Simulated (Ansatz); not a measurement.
Runs of Ansatz 0.2.0 on MnS. The structure is cubic, space group F-43m (No. 216). The conventional cell has a = 4.947 Å, b = 4.947 Å, c = 4.947 Å, α = 90.00°, β = 90.00°, γ = 90.00°. Around Mn (site symmetry -43m) lie 4 S at 2.14 Å. Around S (site symmetry -43m) lie 4 Mn at 2.14 Å. The cell is a database's computed one.

```csv
task,level,potentials or basis,U,cell,k mesh,cutoff (eV),points for each segment of the path,hubbard projectors,double counting,mesh quality,gap on the mesh (eV),pressure (GPa),moment (μB)
band structure,LDA+U,Ansatz PAW,Mn d U = 4.5 eV,as given,9 × 9 × 9,420,14,ortho-atomic (the default),fll (the default),not flagged,none,46.2,4.53
band structure,r2SCAN,Ansatz PAW,-,as given,9 × 9 × 9,500,14,-,-,not flagged,none,33.4,3.69
relaxation of cell and atoms,PBEsol,Ansatz PAW,-,relaxed,9 × 9 × 9,420,-,-,-,not flagged,-,0.0,(a)
band structure,PBE,PseudoDojo stringent (PBE files),-,as given,9 × 9 × 9,1769,14,-,-,not flagged,none,2.9,0.25
single point,PBE,Ansatz PAW,-,as given,4 × 4 × 4,420,-,-,-,coarse,none,2.9,0.18
```

Alike in all rows: spin collinear, ferromagnetic start; smearing fermi-dirac 0.05 eV.

Problem. Estimate the missing entries.

Solution. (a) 0.21.

Caveats: some runs use coarse meshes; the PAW data sets come from PBE, with cores solved anew for the run's functional, which leaves a small shift of forces and pressure (some runs); semilocal functionals often make such compounds metallic where correlation or magnetic order opens a gap, which also shifts bond lengths (some runs); the moment fell far below its start of 4 μB, so a state of higher moment may lie lower in energy (some runs); the starting moments weren't kept (some runs); the magnetic or orbital state may not be the lowest (some runs); a pressure of tens of GPa on the cell as given is suspect, and the run, the potentials or the cell itself is likely at fault (some runs); a cell with one magnetic atom can't hold antiferromagnetic order, which such compounds often take (some runs).

A gap of «none» marks a metal or a gap under the smearing width.
